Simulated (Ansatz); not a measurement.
# Diethylzinc (DEZ) (C4H10Zn): how energies converge with the basis set

Aim: see how fast density functionals converge with the basis set for diethylzinc (DEZ) (C4H10Zn).

Computed with Ansatz 0.2.0, Gaussian basis. Level: one geometry, several basis sets.

Plan: PBE0-D4/def2-SVP; ωB97M-V/def2-SVP; PBE0-D4/def2-QZVPP; ωB97M-V/def2-QZVPP; the functionals' def2-TZVPP values are taken from earlier runs.

### 1 The geometry

An earlier PBE0-D4 in a triple-zeta def2 set relaxation fixed the geometry.

SMILES `C[CH2][Zn][CH2]C`, 15 atoms, charge 0, spin multiplicity 1.

Atoms are counted from 1 here; the program's logs count them from 0.

Bond lengths: C1–C2 1.529 Å, C1–H6 1.094 Å, C1–H7 1.096 Å, C1–H8 1.094 Å, C2–Zn3 1.958 Å, C2–H9 1.096 Å, C2–H10 1.096 Å, Zn3–C4 1.958 Å, C4–C5 1.529 Å, C4–H11 1.096 Å, C4–H12 1.096 Å, C5–H13 1.094 Å, C5–H14 1.096 Å, C5–H15 1.094 Å. Angles: C2–C1–H6 112.0°, C2–C1–H7 112.0°, C2–C1–H8 112.0°, H6–C1–H7 106.9°, H6–C1–H8 106.8°, H7–C1–H8 106.9°, C1–C2–Zn3 115.4°, C1–C2–H9 109.9°, C1–C2–H10 109.9°, Zn3–C2–H9 107.8°, Zn3–C2–H10 107.8°, H9–C2–H10 105.4°, C2–Zn3–C4 179.9°, Zn3–C4–C5 115.4°, Zn3–C4–H11 107.8°, Zn3–C4–H12 107.8°, C5–C4–H11 109.9°, C5–C4–H12 109.9° and more.

### 2 PBE0-D4 in def2-SVP

in.yaml reads:

```yaml
crystal:
  periodic: [false, false, false]
  atoms:
    - {symbol: C, position_ang: [0.253108, 1.978368, 1.806938]}
    - {symbol: C, position_ang: [1.044877, 0.677029, 1.678584]}
    - {symbol: Zn, position_ang: [0.516903, -0.484763, 0.193711]}
    - {symbol: C, position_ang: [-0.012710, -1.645039, -1.291766]}
    - {symbol: C, position_ang: [-1.174472, -1.132247, -2.142770]}
    - {symbol: H, position_ang: [-0.814495, 1.794584, 1.957254]}
    - {symbol: H, position_ang: [0.593575, 2.584700, 2.653767]}
    - {symbol: H, position_ang: [0.343772, 2.602286, 0.913263]}
    - {symbol: H, position_ang: [0.962342, 0.096695, 2.605009]}
    - {symbol: H, position_ang: [2.112797, 0.898921, 1.568234]}
    - {symbol: H, position_ang: [-0.259272, -2.629679, -0.877570]}
    - {symbol: H, position_ang: [0.869227, -1.807075, -1.922475]}
    - {symbol: H, position_ang: [-0.948539, -0.166853, -2.604416]}
    - {symbol: H, position_ang: [-1.424230, -1.822792, -2.956063]}
    - {symbol: H, position_ang: [-2.084783, -0.995033, -1.552300]}
basis:
  gaussian: {orbitals: def2-SVP}
hamiltonian: {xc: pbe0, dispersion: d4}
output: {orbitals: {seedname: orbitals}}
```

Launch:

```console
$ ansatz run in.yaml --threads 2 --pin off --events-out ev --progress --plain --max-ram 22528MiB --backend cpu
```

Further steps of the session: ωB97M-V in def2-SVP; PBE0-D4 in def2-QZVPP; ωB97M-V in def2-QZVPP.

Before running them: what should the planned runs give, taken together? Wanted: PBE0-D4: double and triple zeta above quadruple; ωB97M-V: double and triple zeta above quadruple.

As calculated:

```
                                       quantity           value
PBE0-D4: double and triple zeta above quadruple  13.05, 1.43 eV
ωB97M-V: double and triple zeta above quadruple  13.30, 1.39 eV
```

**Reading.** PBE0-D4 gains 11.61 eV from double to triple zeta, then 1.43 eV more. Total energies overstate the basis error of differences, where much of it tends to cancel. The LUMO of ωB97M-V is positive and keeps falling with the basis (1.74 to 0.83 eV): an unbound level that the basis holds in place.
